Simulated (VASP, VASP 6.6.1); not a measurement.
# In-plane lattice constant of ZrGeSe: PBEsol, r2SCAN and van der Waals functionals compared

## The measurement

The reference is an in-plane lattice constant of $a = 3.706$ Å for bulk crystalline ZrGeSe, taken from "Evidence for bulk nodal loops and universality of Dirac-node arc surface states in ZrGeXc (Xc = S, Se, Te)" (2019, arXiv:1906.07406). There it serves as an experimental input to calculations and is quoted from earlier work; the method and the temperature of the measurement are not given with the value. It coincides with the $a$ of the published structure refinement from which our starting cell comes. We suspect that both go back to the same determination, so we count them as one measurement and not as two that confirm each other.

| compared with | measured | source's wording or label | method |
| --- | --- | --- | --- |
| lattice constant a of the conventional cell (Å) | 3.706 | in-plane lattice constant, experimental value used in the calculations | not stated |

Conditions are those given with the value in the passage it was taken from; "not stated" means there, and the paper may say more elsewhere. The values are a selection: others may have been left out beforehand as unlike or outlying.

## Model and target

We want the static lattice constant $a$ of ZrGeSe within 0.5 % of the reference, that is, within about 0.02 Å. This is narrow enough to expose the usual overbinding of LDA, yet leaves room for thermal and zero-point expansion, which we put at roughly 0.2 to 0.3 % in length if the crystal was measured near room temperature. The static result should therefore fall slightly below the measured one.

The model is the six-atom $P4/nmm$ cell, nonmagnetic, with cell and atoms relaxed in the given symmetry. The relaxation starts from the measured cell stretched by 3 % in volume, so the measured $a$ has to be recovered and is not simply kept. Spin-orbit coupling is left out: it opens small gaps along the nodal lines but should hardly affect the bond lengths.

We go straight to PBEsol, which was built for equilibrium structures of dense solids. LDA would be no more demanding, but it typically makes lattice constants too short by one per cent or more. The in-plane constant is governed by the square germanium net and the Zr–Se bonds, so a dispersion term should matter less for $a$ than for the stacking. PBEsol comes first, with its mesh and cutoff tests; a neighbouring level follows for scale.

System: ZrGeSe; P4/nmm (No. 129), 6 atoms in the cell; conventional a = 3.706, c = 8.271 A, from a published structure refinement (COD).

On the selection of runs and values: Further runs on this system are not shown.

## 1. PBEsol with mesh and cutoff tests

ZrGeSe is a semimetal, and narrow Gaussian smearing makes the sampling of its small Fermi surface the first thing to test. We therefore relax the cell with PBEsol on an 8×8×4 mesh and again on a 10×10×6 mesh. A third relaxation raises the cutoff from 450 to 600 eV, because the stress in a variable-cell run is sensitive to the basis. We expect $a$ to lie a few tenths of a per cent below the reference and to move by much less than the target in either test.

**Run 1.** VASP 6.6.1: PBEsol; 450 eV, 8x8x4 k mesh; cell and atoms relaxed, relaxed twice, LASPH on.

Key lines of the input:
```
ALGO = Normal
EDIFF = 1E-06
EDIFFG = -0.006
ENCUT = 450
GGA = PS
IBRION = 2
ISIF = 3
ISMEAR = 0
LASPH = .TRUE.
NBANDS = 39
NELM = 100
NSW = 50
PREC = Accurate
SIGMA = 0.05
KPOINTS: Gamma, 8 8 4
PAW data sets: Zr_sv Se Ge_d (PBE 64)
```

Command:
```
mpirun -np 8 vasp_std
```

Selected lines of the output:
```
   7 F= -.42566415E+02 E0= -.42566197E+02  d E =-.606046E-04
   8 F= -.42566414E+02 E0= -.42566196E+02  d E =-.603391E-04
   9 F= -.42566437E+02 E0= -.42566225E+02  d E =-.229593E-04
  10 F= -.42566438E+02 E0= -.42566226E+02  d E =-.233241E-04
[second pass]
   1 F= -.42562271E+02 E0= -.42562059E+02  d E =-.425623E+02
 reached required accuracy - stopping structural energy minimisation
  external PRESSURE =      -0.0919731 kB  Pullay stress =       0.0000000 kB
  volume of cell :      112.13
      direct lattice vectors                 reciprocal lattice vectors
     3.681371383  0.000000000  0.000000000     0.271637902  0.000000000  0.000000000
     0.000000000  3.681371383  0.000000000     0.000000000  0.271637902  0.000000000
     0.000000000  0.000000000  8.273667907     0.000000000  0.000000000  0.120865378
```

Converged; 3.2 min on 8 cores of AMD EPYC 7R43 64, shared host.

**Run 2.** VASP 6.6.1: PBEsol; 450 eV, 10x10x6 k mesh; cell and atoms relaxed, relaxed twice, LASPH on.

Key lines of the input, as changed from run 1:
```diff
- KPOINTS: Gamma, 8 8 4
+ KPOINTS: Gamma, 10 10 6
```

Selected lines of the output:
```
   6 F= -.42559924E+02 E0= -.42559293E+02  d E =-.340916E-04
   7 F= -.42559928E+02 E0= -.42559296E+02  d E =-.378704E-04
   8 F= -.42559927E+02 E0= -.42559294E+02  d E =-.370307E-04
   9 F= -.42559929E+02 E0= -.42559297E+02  d E =-.395553E-04
[second pass]
   1 F= -.42555776E+02 E0= -.42555144E+02  d E =-.425558E+02
 reached required accuracy - stopping structural energy minimisation
  external PRESSURE =       0.2668914 kB  Pullay stress =       0.0000000 kB
  volume of cell :      112.07
      direct lattice vectors                 reciprocal lattice vectors
     3.681445718  0.000000000  0.000000000     0.271632417  0.000000000  0.000000000
     0.000000000  3.681445718  0.000000000     0.000000000  0.271632417  0.000000000
     0.000000000  0.000000000  8.269191247     0.000000000  0.000000000  0.120930811
```

Converged; 5.5 min on the same hardware.

**Run 3.** VASP 6.6.1: PBEsol; 600 eV, 8x8x4 k mesh; cell and atoms relaxed, relaxed twice, LASPH on.

Key lines of the input, as changed from run 1:
```diff
- ENCUT = 450
+ ENCUT = 600
```

Selected lines of the output:
```
     3.681802427  0.000000000  0.000000000     0.271606101  0.000000000  0.000000000
```

Converged; 4.5 min on the same hardware.

| quantity | run 1 | run 2 | run 3 | measured |
| --- | --- | --- | --- | --- |
| lattice constant a of the conventional cell (Å) | 3.681 | 3.681 | 3.682 | 3.706 |
| volume of the conventional cell (Å³) | 112.13 | 112.07 | 112.23 |  |
| lattice constant c of the conventional cell (Å) | 8.274 | 8.269 | 8.279 |  |
| space group at the end | P4/nmm | P4/nmm | P4/nmm |  |
| pressure left at the end (GPa) | −0.0092 | 0.0267 | −0.0023 |  |

PBEsol gives $a = 3.681$ Å, which is 0.025 Å or 0.7 % below the reference and outside the 0.5 % target. We had expected a shortfall of a few tenths of a per cent; this one is larger. Neither numerical test offers a way out: the denser mesh and the higher cutoff each change $a$ by less than 0.001 Å, far less than the 0.006 Å or so by which the target is missed.

The shortfall is confined to the plane. The computed $c$ stays within 0.01 Å of the refined starting cell in all three runs, although each relaxation began from a stretched cell. A functional that simply bound the whole crystal too strongly would be expected to shorten both axes.

## 2. Beyond PBEsol: r2SCAN and a van der Waals functional

Since mesh and cutoff are not to blame, we change the functional. LDA would most likely shorten $a$ further, and an attractive dispersion term added to PBEsol would tend to do the same. r2SCAN describes exchange and correlation with more flexibility than a gradient functional, and we expect it to lengthen the in-plane constant. We run it with and without the rVV10 dispersion term, to see whether its $a$ depends on how the attraction between the layers is treated. The van der Waals functional optB86b-vdW is the neighbouring level, with a different exchange part and nonlocal correlation; we expect its $a$ to be slightly longer than that of PBEsol.

**Run 4.** VASP 6.6.1: r2SCAN; 450 eV, 8x8x4 k mesh; cell and atoms relaxed, LASPH on.

Key lines of the input, as changed from run 1:
```diff
- GGA = PS
+ METAGGA = R2SCAN
```

Converged; 12 min on the same hardware.

**Run 5.** VASP 6.6.1: r2SCAN + rVV10; 450 eV, 8x8x4 k mesh; cell and atoms relaxed, relaxed twice, LASPH on.

Key lines of the input, as changed from run 4:
```diff
+ BPARAM = 11.95
+ CPARAM = 0.0093
+ IVDW_NL = 2
+ LUSE_VDW = .TRUE.
```

Converged; 18 min on the same hardware.

**Run 6.** VASP 6.6.1: optB86b-vdW; 450 eV, 8x8x4 k mesh; cell and atoms relaxed, relaxed twice, LASPH on.

Key lines of the input, as changed from run 1:
```diff
+ AGGAC = 0
- GGA = PS
+ GGA = MK
+ LUSE_VDW = .TRUE.
+ PARAM1 = 0.1234
+ PARAM2 = 1
```

Converged; 8.6 min on the same hardware.

| quantity | run 4 | run 5 | run 6 | measured |
| --- | --- | --- | --- | --- |
| lattice constant a of the conventional cell (Å) | 3.717 | 3.707 | 3.713 | 3.706 |
| volume of the conventional cell (Å³) | 115.67 | 114.57 | 114.80 |  |
| lattice constant c of the conventional cell (Å) | 8.371 | 8.335 | 8.328 |  |
| space group at the end | P4/nmm | P4/nmm | P4/nmm |  |
| pressure left at the end (GPa) | −0.0144 | 0.0056 | −0.0270 |  |

All three functionals bring $a$ within the 0.5 % target. r2SCAN gives 3.717 Å, 0.3 % above the reference, optB86b-vdW gives 3.713 Å, 0.2 % above, and r2SCAN + rVV10 gives 3.707 Å, only 0.001 Å from it. The lengthening relative to PBEsol has the expected direction, though for optB86b-vdW it is 0.032 Å, more than the slight change we had foreseen.

Adding rVV10 to r2SCAN shortens $a$ from 3.717 to 3.707 Å and $c$ from 8.371 to 8.335 Å. The effect is relatively larger along the stacking direction, but it is not negligible in the plane. The r2SCAN cell was relaxed once and the other twice, but in runs 1 and 2 the second pass stopped at its first step, so this probably accounts for little of the difference.

The gain in $a$ is paid for in $c$. Against the 8.271 Å of the refined starting cell, r2SCAN is about 0.10 Å too long, r2SCAN + rVV10 and optB86b-vdW each about 0.06 Å, whereas PBEsol was almost on it. The axial ratio $c/a$ lies between 2.243 and 2.252 with all four functionals, roughly 0.5 to 0.9 % above that of the refined cell. They thus share an error in the shape of the cell, whose cause these runs do not identify, and the near-exact $a$ of r2SCAN + rVV10 does not mean that the whole cell is equally well described.

## Collected results

| run | settings | lattice constant a of the conventional cell (Å) | deviation | cost |
| --- | --- | --- | --- | --- |
| 1 | PBEsol, 450 eV, 8x8x4 k mesh, relaxed twice | 3.681 | −0.025 (−0.7 %) | 25 core-min |
| 2 | PBEsol, 450 eV, 10x10x6 k mesh, relaxed twice | 3.681 | −0.025 (−0.7 %) | 44 core-min |
| 3 | PBEsol, 600 eV, 8x8x4 k mesh, relaxed twice | 3.682 | −0.024 (−0.7 %) | 36 core-min |
| 4 | r2SCAN, 450 eV, 8x8x4 k mesh | 3.717 | +0.011 (+0.3 %) | 1.6 core-h |
| 5 | r2SCAN + rVV10, 450 eV, 8x8x4 k mesh, relaxed twice | 3.707 | +0.001 (+0.0 %) | 2.3 core-h |
| 6 | optB86b-vdW, 450 eV, 8x8x4 k mesh, relaxed twice | 3.713 | +0.007 (+0.2 %) | 69 core-min |
|  | measured | 3.706 |  |  |

Further runs on the same system, made beside this series (convergence steps with loose settings among them):

| further | settings | lattice constant a of the conventional cell (Å) | deviation | cost |
| --- | --- | --- | --- | --- |
| F1 | PBEsol + D3(BJ), 450 eV, 8x8x4 k mesh, relaxed twice | 3.641 | −0.065 (−1.8 %) | 39 core-min |
| F2 | AM05, 450 eV, 8x8x4 k mesh, relaxed twice | 3.674 | −0.032 (−0.9 %) | 28 core-min |
| F3 | LDA, 450 eV, 8x8x4 k mesh, relaxed twice | 3.656 | −0.050 (−1.4 %) | 24 core-min |
| F4 | PBEsol, 310 eV, 8x8x4 k mesh, relaxed twice | 3.677 | −0.029 (−0.8 %) | 23 core-min |
| F5 | PBEsol, 450 eV, 4x4x2 k mesh, relaxed twice | 3.704 | −0.002 (−0.1 %) | 9.5 core-min |
|  | measured | 3.706 |  |  |

## Outcome

PBEsol, the level we committed to, misses the 0.5 % target: its $a$ of 3.681 Å is 0.7 % too short, at a cost of 25 core-minutes. The denser mesh and the higher cutoff confirm the miss. The three functionals tried next all meet the target: r2SCAN + rVV10 lies about 0.001 Å above the reference for 2.3 core-hours, optB86b-vdW lies 0.2 % above it and r2SCAN 0.3 %. Mesh and cutoff tests for these three functionals are not shown in this report; the settings were carried over from PBEsol. Tests of the smearing width and of spin-orbit coupling are not shown in this report either.

A mesh that is too coarse misleads here. On a 4×4×2 mesh PBEsol gives 3.704 Å, which looks excellent but is a sampling error of 0.023 Å that happens to cancel the functional's own shortfall. LDA and AM05 fall shorter still than PBEsol. Adding D3(BJ) to PBEsol shortens $a$ further, from 3.681 to 3.641 Å, so a dispersion term is by no means negligible in the plane; its effect on $c$ at this level is not shown in this report.

If the reference was measured near room temperature, thermal and zero-point expansion account for perhaps 0.2 to 0.3 % of it. This would explain part of the PBEsol shortfall and bring that level just inside the limit, but the figure is our estimate and the miss against the reference as given stands. It would also put r2SCAN + rVV10 slightly above the static value, and r2SCAN at or just beyond the limit. The near-exact agreement of r2SCAN + rVV10 is therefore probably in part a cancellation, and its $c$, about 0.06 Å longer than in the refined cell, also speaks against reading too much into it.

The order of the three passing functionals remains open, as does the cause of the axial ratio that they and PBEsol all make too large. The reference is a second-hand value without a temperature, probably from the same determination as the starting cell, and so gives no independent check on that cell.

[Logs are printed without paths, hosts, clocks, repeated set-up lines and the standing remarks that a program may print on its own settings, such as how far it seeks lower states.]

[The runs shown are a pick from a larger set of finished runs; failed, doubtful and other runs were left out of it ahead of writing. So were measured values far from every level or from commonly accepted values, and agreement can look better than it is. Lines of input and output are excerpts and may be shortened.]
